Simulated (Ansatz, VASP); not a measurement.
## Two plane-wave programs on KF (Carobbiite)

INCAR

```
SYSTEM = KF
PREC = Accurate
ENCUT = 520
EDIFF = 1E-6
ISMEAR = 0
SIGMA = 0.02
LREAL = .False.
LASPH = .True.
NELM = 80
ALGO = Normal
ISIF = 2
LWAVE = .False.
LCHARG = .False.
GGA = PE
NBANDS = 15
```

File KPOINTS:

```
Automatic mesh
0
Gamma
  8 8 8
  0 0 0
```

The input POSCAR:

```
KF
1.0
    0.0000000000      2.7093664300      2.7093664300
    2.7093664300      0.0000000000      2.7093664300
    2.7093664300      2.7093664300      0.0000000000
K F
1 1
Direct
    0.0000000000      0.0000000000      0.0000000000
    0.5000000000      0.5000000000      0.5000000000
```

Input for Ansatz:

```yaml
crystal:
  lattice:
    - [0.0, 2.70936643, 2.70936643]
    - [2.70936643, 0.0, 2.70936643]
    - [2.70936643, 2.70936643, 0.0]
  atoms:
    - { symbol: K, position: [0.0, 0.0, 0.0] }
    - { symbol: F, position: [0.5, 0.5, 0.5] }
basis:
  ecutwfc: 420
kpoints:
  mp_grid: { grid: [8, 8, 8] }
  band_path: { path: [VBM, CBM], npoints: 2 }
hamiltonian:
  xc: pbe
scf:
  occupations: { method: gaussian, width: 0.02 }
output:
  forces: false
  stress: false
  eigenvalues: true
checkpoint:
  read: start.run
  write: ck
  compress: false
  write_wavefunctions: false
  write_every: 100000
```

Alike in both runs: task single point; functional PBE; k mesh 8 × 8 × 8; occupations gaussian, width 0.02 eV; no spin polarisation.

```csv
,VASP,Ansatz
version,VASP 6.6.1,Ansatz 0.2.0
potentials or method,"VASP PAW PBE potentials, release 64 (K_sv, F)","scalar-relativistic, plane waves, PAW"
plane-wave cutoff (eV),520,420
valence electrons in the cell,16,16
```

|  | VASP | Ansatz | Ansatz less VASP |
| --- | --- | --- | --- |
| gap on the k mesh at the Fermi level (eV) | 5.95 | 5.97 | +0.015 |
| least direct gap on the mesh (eV) | 5.95 | 5.97 | +0.015 |

A k mesh can miss the band edges. As with any semilocal functional, this PBE gap is likely too small.
